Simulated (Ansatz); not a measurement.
Crystal: Zr.

```
Zr
1.0
     3.23200    0.00000    0.00000
    -1.61600    2.79899    0.00000
     0.00000    0.00000    5.14700
Zr
2
Direct
  0.33465 0.67413 0.25390
  0.66535 0.32587 0.74610
```

The cell isn't the ideal one: atom 2 moved 0.06 Å.

Base run:

```yaml
Program: Ansatz 0.2.0
Functional: LDA
Potentials_or_basis: Ansatz PAW
Cutoff: 420 eV
Density_cutoff: 1680 eV
k_mesh: 9 × 9 × 5
Occupations: fermi-dirac, width 0.05 eV
Spin: no spin polarisation
```

Its results: band gap on the k mesh none (metal or under the smearing width); pressure -6.0 GPa; largest force 0.141 eV/Å.

**Question.** The run is repeated on the same cell with these changes: functional from LDA to BLYP. What comes out?

**Answer.** Band gap on the k mesh none (metal or under the smearing width); pressure 3.7 GPa; largest force 0.181 eV/Å.

BLYP binds less tightly than LDA, so the same cell stands under more pressure.

Caveats: the PAW data sets come from PBE, with cores solved anew for the run's functional, which leaves a small shift of forces and pressure; the potentials were made for another functional, which shifts forces and pressure (some runs).

Not every run made on this cell is shown here.
